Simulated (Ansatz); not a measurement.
Clean, relaxed (001) surface of CuO, space group Cccm (No. 66) (top face towards +c; atoms held fixed, by place in the list: 1, 2, 3, 4):

```xyz
8
Lattice="2.9487 0.0000 0.0000 -0.0082 2.9487 0.0000 0.0000 0.0000 26.0147" Properties=species:S:1:pos:R:3 pbc="T T T"
O     1.4703    1.4743    8.5000
Cu    1.4744    0.0000    9.7878
O     1.4703    1.4743   11.0756
Cu   -0.0041    1.4743   12.3634
O     1.4703    1.4743   13.6485
Cu    1.4744    0.0000   14.9371
O     1.4703    1.4743   16.2324
Cu   -0.0041    1.4743   17.4079
```

All numbers below come from Ansatz 0.2.0, DFT PBE, scalar-relativistic, plane waves, PAW. Plane waves to 420 eV, a k mesh through Γ of 10×10×1 on the computed 8-atom cell and Gaussian smearing (0.10 eV); no spin polarisation. A dipole correction removes the field between periodic images along c.

E_ads counts from the clean slab and the free adsorbate (spin-polarised where it has unpaired electrons); negative means bound. With the adsorbate the cell is lengthened along c to keep the vacuum.

**Question.** H (atom) is put at the top (Cu) at (0.00, 0.50) site, one adsorbate per 8.7 Å². What structure does it relax to?

**Answer.** E_ads = -1.97 eV. Contacts: H–Cu 1.49 Å.

```
CELL_PARAMETERS angstrom
2.94870 0.00000 0.00000
-0.00819 2.94869 0.00000
0.00000 0.00000 28.01471
ATOMIC_POSITIONS crystal
O 0.50000 0.50000 0.30341
Cu 0.50000 0.00000 0.34938
O 0.50000 0.50000 0.39535
Cu 0.00000 0.50000 0.44132
O 0.50000 0.50000 0.48719
Cu 0.50000 0.00000 0.53291
O 0.50000 0.50000 0.57777
Cu 0.00000 0.50000 0.62468
H 0.00000 0.50000 0.67780
```

Each end is the local minimum or symmetric point that its start leads to. This ideal cut is polar: the work functions of its two faces differ by 4.0 eV. Real polar faces reconstruct or get covered, and then bind electron donors or acceptors far more weakly.

Spin polarisation was left out, and a magnetic state may lie lower.

The reference crystal is a form of CuO, which isn't its usual structure.